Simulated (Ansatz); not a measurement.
**TiO2: Ti-49 nuclear quadrupole resonance**

Cell: an entry of the Crystallography Open Database (COD) whose atoms were relaxed with PBE, the cell held.

```cif
data_TiO2
_symmetry_space_group_name_H-M 'P4_2/mnm'
_symmetry_Int_Tables_number 136
_cell_length_a 4.5922
_cell_length_b 4.5922
_cell_length_c 2.9574
_cell_angle_alpha 90.000
_cell_angle_beta 90.000
_cell_angle_gamma 90.000
loop_
_atom_site_label
_atom_site_type_symbol
_atom_site_symmetry_multiplicity
_atom_site_Wyckoff_symbol
_atom_site_fract_x
_atom_site_fract_y
_atom_site_fract_z
Ti Ti 2 a 0.0000 0.0000 0.0000
O O 4 f 0.3042 0.3042 0.0000
```

One atom of each set is listed.

All values are calculated (Ansatz; DFT, PBE, plane waves and PAW, scalar-relativistic, 420 eV cutoff, Γ-centred 7×7×10 k-points, Fermi–Dirac smearing 0.02 eV), not measured.

Ti-49: I = 7/2, Q = 247.0 mb (year-2017 value). Static lattice, zero field.

(1) Predict the zero-field Ti-49 lines of each site.

(2) And for ⁴⁷Ti (I = 5/2, Q = 302.0 mb) on Ti?

## Answers

(1) For I = 7/2 and η = 0 the lines are |C_Q|/14 times 1, 2 and 3; η shifts the lowest up most.

```
site  atoms  V_zz (10²¹ V/m²)  C_Q (MHz)     η  line frequencies (MHz)
  Ti      2             -1.99      -11.9  0.09       0.874, 1.69, 2.55
```

(2) C_Q scales with Q to -14.6 MHz, with lines at 2.20, 4.36 MHz.

At this cell the PBE pressure is 5 GPa, so with PBE the cell would grow if it were relaxed.
